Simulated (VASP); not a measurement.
## SiNi3: single point with PBE

Crystal: SiNi3.

```
Ni Si
1.0
     3.54200    0.00000    0.00000
     0.00000    3.54200    0.00000
     0.00000    0.00000    3.54200
Ni Si
3 1
Direct
  0.50000 0.50000 0.00000
  0.50000 0.00000 0.50000
  0.00000 0.50000 0.50000
  0.00000 0.00000 0.00000
```

- Program: VASP 6.6.1
- Task: single point
- Functional: PBE
- Potentials or basis: VASP PAW PBE potentials, release 64 (Ni, Si)
- Cutoff: 520 eV
- k mesh: 8 × 8 × 8
- Occupations: fermi-dirac, width 0.05 eV
- Spin: collinear spin, ferromagnetic start
- Starting moments: [2.5, 2.5, 2.5, 0.0] μB

```
Pressure                                              : -5.9 GPa
Band gap on the k mesh                                : none (metal or under the smearing width)
Net moment                                            : 0.00 μB per cell
Valence electrons inside the program's atomic spheres : Ni 9.40; Si 1.53
```

Levels at points of the mesh, in eV from the Fermi level:
Spin up:
```tsv
k point	band 14	band 15	band 16	band 17	band 18	band 19	band 20	band 21
(0.00, 0.00, 0.00)	-0.60	-0.60	-0.29	0.02	0.02	0.02	4.54	6.18
(0.50, 0.00, 0.00)	-1.24	-1.10	-0.54	0.02	3.48	3.48	4.97	5.20
(0.50, 0.50, 0.00)	-1.36	-1.06	-0.97	-0.91	0.62	0.62	5.40	6.18
(0.50, 0.50, 0.50)	-1.19	-1.19	-0.33	-0.20	-0.20	-0.20	1.07	3.89
```
Spin down:
| k point | band 15 | band 16 | band 17 | band 18 | band 19 | band 20 |
| --- | --- | --- | --- | --- | --- | --- |
| (0.00, 0.00, 0.00) | -0.60 | -0.29 | 0.02 | 0.02 | 0.02 | 4.54 |
| (0.50, 0.00, 0.00) | -1.10 | -0.54 | 0.02 | 3.48 | 3.48 | 4.97 |
| (0.50, 0.50, 0.00) | -1.06 | -0.97 | -0.91 | 0.62 | 0.62 | 5.40 |
| (0.50, 0.50, 0.50) | -1.19 | -0.33 | -0.20 | -0.20 | -0.20 | 1.07 |

It took 49 s on 1 thread of AMD EPYC 9R45 96-Core Processor (Zen 5), on a shared host, peak memory 0.18 GiB.

Caveat: the starting moments collapsed, and a magnetic state may lie lower.
